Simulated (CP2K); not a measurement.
Runs of CP2K 2026.2 on In. Symmetry: I4/mmm, No. 139, tetragonal system. Conventional cell: a = 3.251 Å, b = 3.251 Å, c = 4.947 Å, α = 90.00°, β = 90.00°, γ = 90.00°. In (site symmetry 4/mmm) has 12 In at 3.25 to 3.38 Å as nearest neighbours. 

```tsv
level	gap on the mesh (eV)	pressure (GPa)
M06-L	none	(a)
HLE16	none	(b)
PBEsol	none	-0.5
PW91	none	2.5
LDA	none	-1.8
```

Alike in all rows: task single point; potentials or basis POTENTIAL_UZH In GTH-PBE-q13; TZVP-MOLOPT-PBE-GTH basis; no spin polarisation; cell as given; k mesh 11 × 11 × 11; smearing fermi-dirac 0.05 eV.

Question: Fill in the values left out.

Answer: (a) 1.1; (b) -6.1.

Caveats: the potentials were made for another functional, which shifts forces and pressure; the basis of atomic orbitals isn't converged, which shifts pressures, moduli and gaps; the potentials were made for a functional far from this one (some runs).

A k mesh can miss the band edges, and the runs leave out spin-orbit coupling on In.

A gap of «none» marks a metal or a gap under the smearing width.

Runs at the PBE level aren't shown here.
